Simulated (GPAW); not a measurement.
# Sb (R-3m) in GPAW: notebook

One crystal, Sb, is run at these levels: PBEsol; tasks: single point.

Everything below comes from runs of GPAW 26.7.0. Logs are shortened: lines on timing, memory, paths and dates and some standing lists are left out, and cuts for length are marked. The log counts tension as positive stress, the text compression.

### 1 The structure

The structure is trigonal, space group R-3m (No. 166). The conventional cell has a = 4.308 Å, b = 4.308 Å, c = 11.274 Å, α = 90.00°, β = 90.00°, γ = 120.00°. Sb (site symmetry 3m) has 3 Sb at 2.91 Å as nearest neighbours.

### 2 Single point, PBEsol, 27.84 Å³/atom

run.py

```python
from ase import Atoms
from ase.dft.bandgap import bandgap
from ase.io import write
from ase.units import GPa
from gpaw import GPAW, PW, setup_paths

setup_paths.insert(0, '.')

atoms = Atoms(['Sb', 'Sb'],
              cell=[[2.068032, 1.1939788319, 3.758],
                    [-2.068032, 1.1939788319, 3.758],
                    [0.0, -2.3879576638, 3.758]],
              scaled_positions=[[0.76651, 0.76651, 0.76651],
                                [0.23349, 0.23349, 0.23349]],
              pbc=True)

calc = GPAW(mode=PW(600),
            xc='PBEsol',
            kpts={'size': (7, 7, 7), 'gamma': True},
            occupations={'name': 'fermi-dirac', 'width': 0.05},
            nbands=25,
            convergence={'density': 1e-05, 'energy': 1e-05},
            maxiter=150,
            txt='gpaw.txt')
atoms.calc = calc
energy = atoms.get_potential_energy()
forces = atoms.get_forces()
stress = atoms.get_stress()
calc.write('gs.gpw')
write('result.traj', atoms)
print(f'Energy: {energy:.6f} eV')
print('Forces (eV/A):')
print(forces.round(4))
print('Stress (GPa):', (stress / GPa).round(3))
print('Fermi level:', round(calc.get_fermi_level(), 4), 'eV')
print(f'Gap: {bandgap(calc)[0]:.4f} eV, direct: {bandgap(calc, direct=True)[0]:.4f} eV')
```

Potentials or basis: PAW data sets generated in the run's folder for this functional, pw.

Run with:

```console
$ gpaw-setup -f PBEsol Sb
$ OMP_NUM_THREADS=1 python run.py
```

gpaw.txt:

```text
__  _  _
 | _ |_)|_||  |
 |__||  | ||/\| - 26.7.0

Input parameters:
  mode=PW(ecut=600.0),
  convergence={'density': 1e-05, 'energy': 1e-05},
  kpts=MonkhorstPack(size=(7, 7, 7), gamma=True),
  maxiter=150,
  nbands=25,
  occupations=Occupations(name='fermi-dirac', width=0.05),
  xc=XC(name='PBEsol')

Diagonalizing LCAO Hamiltonian
Converting LCAO to pw mode

       Sb

       Sb

Atoms  # Å, Bohr magnetons
|   | symbol |         x |         y |        z |    initial magnetic moments |
|---|--------|-----------|-----------|----------|-----------------------------|
| 0 |     Sb |  0.000000 | -0.000000 | 8.641634 | ( 0.0000,  0.0000,  0.0000) |
| 1 |     Sb | -0.000000 | -0.000000 | 2.632366 | ( 0.0000,  0.0000,  0.0000) |

Unit cell  # Å
| periodic |         x |         y |        z |  lengths |    angles |
|----------|-----------|-----------|----------|----------|-----------|
|      yes |  2.068032 |  1.193979 | 3.758000 | 4.452517 | 55.351026 |
|      yes | -2.068032 |  1.193979 | 3.758000 | 4.452517 | 55.351026 |
|      yes |  0.000000 | -2.387958 | 3.758000 | 4.452517 | 55.351026 |

Number of symmetries: 12
Symmetry operations  # r_c * U_cc + t_c -> r_c
|    | kind |            matrix            |
|----|------|------------------------------|
|  0 |  E   |  1, 0, 0,  0, 1, 0,  0, 0, 1 |
|  1 |  σ   |  1, 0, 0,  0, 0, 1,  0, 1, 0 |
|  2 |  σ   |  0, 1, 0,  1, 0, 0,  0, 0, 1 |
|  3 |  C3  |  0, 1, 0,  0, 0, 1,  1, 0, 0 |
|  4 |  C3  |  0, 0, 1,  1, 0, 0,  0, 1, 0 |
|  5 |  σ   |  0, 0, 1,  0, 1, 0,  1, 0, 0 |
|  6 |  C2  |  0, 0,-1,  0,-1, 0, -1, 0, 0 |
|  7 |  S6  |  0, 0,-1, -1, 0, 0,  0,-1, 0 |
|  8 |  S6  |  0,-1, 0,  0, 0,-1, -1, 0, 0 |
|  9 |  C2  |  0,-1, 0, -1, 0, 0,  0, 0,-1 |
| 10 |  C2  | -1, 0, 0,  0, 0,-1,  0,-1, 0 |
| 11 |  i   | -1, 0, 0,  0,-1, 0,  0, 0,-1 |

BZ-sampling:
  Number of BZ points: 343
  Number of IBZ points: 44

  Monkhorst-Pack size: [7, 7, 7]
  Monkhorst-Pack shift: [0, 0, 0]

K-points  # in reciprocal-cell coordinates
|     |                                coordinates |     weight |
|-----|--------------------------------------------|------------|
|   0 | (  0.00000000,   0.00000000,   0.00000000) | 0.00291545 |
|   1 | (  0.14285714,   0.00000000,  -0.14285714) | 0.01749271 |
|   2 | (  0.14285714,   0.00000000,   0.00000000) | 0.01749271 |
|   3 | (  0.14285714,   0.14285714,  -0.14285714) | 0.01749271 |
|   4 | (  0.14285714,   0.14285714,   0.00000000) | 0.01749271 |
|   5 | (  0.14285714,   0.14285714,   0.14285714) | 0.00583090 |
|   6 | (  0.28571429,  -0.14285714,  -0.14285714) | 0.01749271 |
|   7 | (  0.28571429,   0.00000000,  -0.28571429) | 0.01749271 |
|   8 | (  0.28571429,   0.00000000,  -0.14285714) | 0.03498542 |
|   9 | (  0.28571429,   0.00000000,   0.00000000) | 0.01749271 |
| ... |                                            |            |
|  43 | (  0.42857143,   0.42857143,   0.42857143) | 0.00583090 |

Plane wave coefficients: 1869
Cutoff: 600.0 eV

Spin-components: 1 (collinear spins)
Bands:           25
Projectors:      12
Spin-degeneracy: 2
Datatype:        complex128

Parallelization:
  kpt:    1
  domain: 1
  band:   1

Density:
  Valence electrons: 30.0
  Components: 1
  Grid points: [27 27 27]
  Charge: 0.0  # |e|

Potential:
  Grid points: [27 27 27]

species:
  Sb:
    name:    Antimony
    Z:       51.0
    valence: 15
    core:    36
    charge:  0.0  # [|e|]
    compensation charges:
      type: gauss
      rc: 0.36  # [Å]
      lmax: 2
    cutoffs:
      filter: 2.23  # [Å]
      core: 2.23  # [Å]
    projectors
    | kind |    occ | energy [eV] | rcut [Å] |
    |------|--------|-------------|----------|
    |   5s |  2.000 |     -12.861 |    1.154 |
    |   5p |  3.000 |      -4.846 |    1.233 |
    |   4d | 10.000 |     -33.456 |    1.196 |
    |    s |        |      14.351 |    1.154 |
    |    p |        |      22.365 |    1.233 |
    |    d |        |      -6.245 |    1.196 |

    Using partial waves for Sb as LCAO basis

Reference energy: -352409.566924  # eV

eigensolver:
  PPCG
  Converge bands: occupied
  niter=2

density mixing:
  MSR1-Mixer
  Pratt-step length: 0.05
  Maximum mixing coefficient: 0.75
  Old densities: 10
  SVD Regularization: 0.005
  Good broyden scale: 1.0
  Trust region scale: 1.0
  Backstep threshold: 4.0
  History deletion threshold: 6.0
  Fourier metric: weight=20.0, sigma=0.015

occupation numbers:
  Fermi-Dirac:
    width: 0.0500  # eV

poisson solver:
  ecut: 4800.0  # eV

xc functional:
  name: PBEsol with 2 nearest neighbor stencil

convergence criteria:
- Maximum integral of absolute [dens]ity change: 1e-05 electrons / valence electron
- Maximum [total energy] change in last 3 cyles: 1e-05 eV / valence electron
- Maximum integral of absolute [eigenst]ate change: 4e-08 eV^2 / valence electron
maximum number of iterations: 150

SCF iterations
|iter     | |      energy | eigst |  dens |
|---------|-|-------------|-------|-------|
|iter:   1| |   -9.603895 | +0.45 |       |
|iter:   2| |   -9.610514 | -1.94 | -1.67 |
|iter:   3| |   -9.595683 | -2.83 | -1.69 |
|iter:   4| |   -9.595420 | -3.40 | -2.22 |
|iter:   5| |   -9.595580c| -4.54 | -2.98 |
|iter:   6| |   -9.595608c| -5.75 | -3.45 |
|iter:   7| |   -9.595610c| -7.10 | -4.31 |
|iter:   8| |   -9.595610c| -7.83c| -4.78 |
|iter:   9| |   -9.595610c| -8.79c| -5.85c|

Converged in 9 steps
Energy contributions relative to reference atoms: (reference = -352409.566924)

Energy contributions:
  Kinetic:           6.881623
  Coulomb:          -6.653822
  Zero:              0.327648
  External:          0.000000
  Xc:              -10.148703
  Entropy:          -0.004713
  Spinorbit:         0.000000
  ----------------------------
  Free energy:      -9.597966
  Extrapolated:     -9.595610

dipole moment: (0.000000, -0.000000, -0.000002)  # |e|*Ang

Fermi level: 7.791
Eigenvalues  # (at kpt = [0.000, 0.000, 0.000])
| band index |      eig [eV] | occ [0-2] |
|------------|---------------|-----------|
|          0 |       -21.716 |     2.000 |
|        ... |               |           |
|          7 |       -21.446 |     2.000 |
|          8 |       -21.346 |     2.000 |
|          9 |       -21.346 |     2.000 |
|         10 |        -5.589 |     2.000 |
|         11 |         3.347 |     2.000 |
|         12 |         5.218 |     2.000 |
[... 8 lines left out ...]
|         21 |        14.184 |     0.000 |
|         22 |        15.037 |     0.000 |
|        ... |               |           |
|         24 |        15.946 |     0.000 |

Gap: 0.034 eV
Transition (v -> c):
  (s=0, k=36, n=14, [0.43, 0.29, 0.29]) -> (s=0, k=25, n=15, [0.43, 0.00, 0.00])
Direct/indirect transitions are different
Direct gap: 0.479 eV
Transition at: (s=0, k=43, n=14, [0.43, 0.43, 0.43])

Forces  # eV/Ang
|        x |        y |        z |
|----------|----------|----------|
|  0.00000 |  0.00000 | -0.55148 |  # Sb   0
| -0.00000 | -0.00000 |  0.55148 |  # Sb   1

Stress tensor  # eV/Ang^3
|         x |         y |         z |
|-----------|-----------|-----------|
| -0.041504 | -0.000000 |  0.000000 |
| -0.000000 | -0.041504 | -0.000000 |
|  0.000000 | -0.000000 | -0.023072 |

# Writing to gs.gpw (mode='')
```

Run time: 42 s. Hardware: 1 thread of Arm Neoverse V2, shared host; peak memory 0.19 GiB.

What came out:

- Free energy: -9.5980 eV
- Pressure: 5.7 GPa
- Largest force: 0.551 eV/Å
- Band gap on the k mesh: 0.03 eV, indirect (least direct gap 0.48 eV)

Caveat: the density grid can change from cell to cell, which puts small steps into energies and stress; spin-orbit coupling is left out, which moves the levels of the heavy elements; an odd mesh through Γ misses points on the zone boundary, where band edges often lie.

### 3 Single point, PBEsol, 29.01 Å³/atom

Changes to run.py since step 2:

```diff
@@ -9,5 +9,5 @@
 atoms = Atoms(['Sb', 'Sb'],
-              cell=[[2.068032, 1.1939788319, 3.758],
-                    [-2.068032, 1.1939788319, 3.758],
-                    [0.0, -2.3879576638, 3.758]],
+              cell=[[2.111116, 1.2188533909, 3.758],
+                    [-2.111116, 1.2188533909, 3.758],
+                    [0.0, -2.4377067818, 3.758]],
               scaled_positions=[[0.76651, 0.76651, 0.76651],
```

Potentials or basis: PAW data sets generated in the run's folder for this functional, pw.

Run with:

```console
$ gpaw-setup -f PBEsol Sb
$ OMP_NUM_THREADS=1 python run.py
```

Wall time 40 s (1 thread of Arm Neoverse V2, shared host); peak memory 0.19 GiB.

Results (log left out):

```yaml
Free_energy: -9.6698 eV
Pressure: 2.5 GPa
Largest_force: 0.272 eV/Å
Band_gap_on_the_k_mesh: 0.24 eV, indirect (least direct gap 0.62 eV)
```

Caveat: the density grid can change from cell to cell, which puts small steps into energies and stress; spin-orbit coupling is left out, which moves the levels of the heavy elements; an odd mesh through Γ misses points on the zone boundary, where band edges often lie.
